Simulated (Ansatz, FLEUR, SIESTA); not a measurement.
C: 3 runs at one level of theory

```
C
1.0
     2.52210    0.00000    0.00000
    -1.26105    2.18420    0.00000
     0.00000    0.00000    8.23710
C
8
Direct
  0.66667 0.33333 0.84375
  0.33333 0.66667 0.34375
  0.66667 0.33333 0.65625
  0.33333 0.66667 0.15625
  0.00000 0.00000 0.90625
  0.00000 0.00000 0.40625
  0.00000 0.00000 0.59375
  0.00000 0.00000 0.09375
```

Alike in all runs: task band structure; functional RPBE; k mesh 12 × 12 × 4; occupations fermi-dirac, width 0.05 eV; no spin polarisation; no spin-orbit coupling. Pressure is positive in compression and, in plane waves, holds the error of the finite cutoff, which Ansatz's Pulay term estimates and takes out. Gaps are the smaller of the mesh's and the band path's.

```json
{"program and potentials": "Ansatz, Ansatz PAW", "plane-wave cutoff (eV)": "420", "notes": "potentials made for PBE, which Ansatz adapts in part; Pulay term of +0.89 GPa included", "band gap (eV)": "4.42", "pressure (GPa)": "8.40", "largest force (eV/Å)": "0.327"}
{"program and potentials": "FLEUR, all-electron, FLAPW", "plane-wave cutoff (eV)": "-", "notes": "-", "band gap (eV)": "4.55", "pressure (GPa)": "-", "largest force (eV/Å)": "-"}
{"program and potentials": "SIESTA, files PseudoDojo sr-pbe-0.4.1-standard, DZP (energy shift 0.002 Ry)", "plane-wave cutoff (eV)": "-", "notes": "atomic basis; potentials made for PBE", "band gap (eV)": "4.65", "pressure (GPa)": "12.72", "largest force (eV/Å)": "0.322"}
```

Force on atom 5 (C), eV/Å:

| program and potentials | x | y | z |
| --- | --- | --- | --- |
| Ansatz, Ansatz PAW | 0.000 | 0.000 | 0.327 |
| SIESTA, files PseudoDojo sr-pbe-0.4.1-standard, DZP (energy shift 0.002 Ry) | 0.000 | 0.000 | 0.305 |

The band gap spans 4.42 (Ansatz, Ansatz PAW) to 4.65 eV (SIESTA, files PseudoDojo sr-pbe-0.4.1-standard, DZP (energy shift 0.002 Ry)), with all-electron results at 4.55. The pressure spans 8.40 (Ansatz, Ansatz PAW) to 12.72 GPa (SIESTA, files PseudoDojo sr-pbe-0.4.1-standard, DZP (energy shift 0.002 Ry)). Some sets were made for another functional than the one run, which can shift their rows. The cell lies far from this level's equilibrium. The paths' points differ, which is worth about 0.01 eV. Rows in atomic bases carry the error of their basis and grid, which can be large.

Differences between rows come from potentials, basis sets and numerical settings, since the functional is the same but for its coding. Runs on potential files found faulty are left out.

The structure is the 4H polytype of diamond, an sp3 network mixing cubic and hexagonal stacking. Its wide gap, found in all three runs, reflects the strong splitting between bonding and antibonding states of short C–C bonds. It probably still lies well below the true quasiparticle gap, as semilocal functionals lack the derivative discontinuity.

The positive pressure need not mean a physically compressed crystal: the bond lengths are close to those of ordinary diamond, and RPBE favours slightly longer bonds, which so stiff a lattice turns into a stress of several GPa.

The force on atom 5 has another origin. The tetrahedra are ideal, but the stacking makes the axial bonds inequivalent, some staggered and others eclipsed. The force points along the staggered bond towards its partner, which suggests that relaxation would shorten this bond relative to the eclipsed one, where repulsion between neighbouring bonds is greater. Both runs with forces agree on this direction. Whether 4H is competitive in energy with cubic diamond remains open.
